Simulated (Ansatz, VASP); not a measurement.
**Two plane-wave programs on BaS**

```xyz
2
Lattice="0.0000 3.2118 3.2118 3.2118 0.0000 3.2118 3.2118 3.2118 0.0000" Properties=species:S:1:pos:R:3 pbc="T T T"
Ba    0.0000    0.0000    0.0000
S     3.2118    3.2118    3.2118
```

The cell was built by a generator and needn't be a form met in nature.

Alike in both runs: task single point; functional PBE; k mesh 6 × 6 × 6; no spin polarisation.

|  | VASP | Ansatz |
| --- | --- | --- |
| version | VASP 6.6.1 | Ansatz 0.2.0 |
| potentials or method | VASP PAW PBE potentials, release 64 (Ba_sv, S) | plane waves, PAW |
| plane-wave cutoff (eV) | 520 | 420 |
| occupations | gaussian, width 0.01 eV | fixed |
| valence electrons in the cell | 16 | 16 |

```tsv
	VASP	Ansatz	Ansatz less VASP
gap on the k mesh at the Fermi level (eV)	2.13	2.23	+0.095
pressure (GPa)	0.7	0.1	-0.56
```

Caveats: spin-orbit coupling is left out, which moves the levels of the heavy elements. PBE gaps usually lie below the measured ones, often by a third to a half. A k mesh can miss the band edges.
